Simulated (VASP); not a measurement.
Wanted: the native input for a VASP 6.6.1 run.

* Task: relaxation of cell and atoms
* Functional: r2SCAN
* Potentials or basis: VASP PAW PBE potentials, release 64 (I)
* Cutoff: 600 eV
* k mesh: 11 × 11 × 11
* Occupations: gaussian, width 0.05 eV
* Spin: no spin polarisation
* Further INCAR settings: ALGO = Normal; EDIFF = 1e-07; IBRION = 2; EDIFFG = -0.01; NSW = 40; ISIF = 3

The structure of I lies in POSCAR:

```
I
1.0
   -1.6174560000      1.6174560000      4.2648080000
    1.6174560000     -1.6174560000      4.2648080000
    1.6174560000      1.6174560000     -4.2648080000
I
1
Direct
    0.0000000000      0.0000000000      0.0000000000
```

One way to write it, as run:

INCAR

```
ALGO = Normal ; EDIFF = 1E-7
EDIFFG = -0.01 ; ENCUT = 600
IBRION = 2 ; ISIF = 3
ISMEAR = 0 ; LASPH = True
LCHARG = False ; LMIXTAU = True
LREAL = False ; LWAVE = False
METAGGA = R2SCAN ; NELM = 80
NSW = 40 ; PREC = Accurate
SIGMA = 0.05
```

KPOINTS

```
k-points
0
Gamma
  11 11 11
```

Potentials or basis: VASP PAW PBE potentials, release 64 (I).

The run is started by

```console
$ cat potpaw_PBE.64/I/POTCAR > POTCAR
$ mpirun -np 1 vasp_std > vasp.out
```

It gave:

- Relaxed volume: 40.36 Å³/atom
- Relaxed cell: a = 4.494 Å, b = 4.494 Å, c = 4.494 Å, α = 137.89°, β = 137.89°, γ = 61.07°
- Space group after relaxing (to 0.05 Å): I4/mmm (No. 139)
- Energy gained by relaxing: 10.4 meV/atom
- Ionic steps: 13
- Pressure after relaxing: 0.0 GPa
- Band gap on the k mesh: none (metal or under the smearing width)

Caveat: the PAW data sets were made with another functional, which shifts forces and pressure a little; an odd number of electrons without spin polarisation forces a metal; a magnetic or distorted state may lie lower.

Wall time 25 min on 1 thread of Intel(R) Xeon(R) 6975P-C (Granite Rapids) (shared host), peak memory 0.29 GiB.
